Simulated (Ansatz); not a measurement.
The calculation used Ansatz 0.2.0, DFT PBE, scalar-relativistic, plane waves, PAW. Settings: cutoff 420 eV, Γ-centred meshes spaced at most about 0.3 Å⁻¹, and about 0.25 Å⁻¹ or finer for metals (2π included), Gaussian smearing. No spin polarisation in the final relaxations.

All energies are static (0 K, no zero-point motion). All come from trial cells, and lower structures may exist.

Question: Which of these relaxed structures of SiC is the lowest in energy?
1.

```
Si C
1.0
     4.89853    0.00000    0.00000
     0.00000    2.75658    0.00000
    -1.68427    0.00000    4.73615
Si C
3 3
Direct
  0.23792 0.00000 0.00091
  0.75987 0.50000 0.96001
  0.89771 0.50000 0.44296
  0.56900 0.50000 0.55169
  0.39243 0.00000 0.46595
  0.14306 0.00000 0.57848
```

2.

```
Si C
1.0
     5.22299    0.00000    0.00000
     0.00000    8.19217    0.00000
     0.00000    0.00000    2.93647
Si C
6 6
Direct
  0.59116 0.64498 0.50000
  0.40884 0.35502 0.50000
  0.00000 0.50000 0.00000
  0.09116 0.85502 0.50000
  0.90884 0.14498 0.50000
  0.50000 0.00000 0.00000
  0.05500 0.34648 0.50000
  0.94500 0.65352 0.50000
  0.50000 0.50000 0.00000
  0.55500 0.15352 0.50000
  0.44500 0.84648 0.50000
  0.00000 0.00000 0.00000
```

Answer: 2. It has space group Pbam (No. 55); the next, 1, with space group Pm (No. 6), lies 144 meV/atom higher. Counting C atoms around Si (those within 1.25 times the shortest such distance or 1.15 times the sum of covalent radii; a plus sign parts nearer from farther groups; a slash parts the counts of unlike sites), the lowest has Si 4 and the next has Si 1/1+1/3. The next holds Si–Si pairs (shortest 2.29 Å) and C–C chains (shortest 1.51 Å); in the lowest the shortest Si–Si distance is 2.56 Å, near bonding range too and the shortest C–C distance is 2.58 Å. Even the lowest lies +0.38 eV/atom against the elements.

Cells relaxed within their symmetry can be saddle points. The part of the Crystallography Open Database at hand lists SiC in space groups No. 36, 156, 160, 186, 216; no cell shown has one of them. Some types were kept out of the candidates beforehand, so the set may lack a known form.
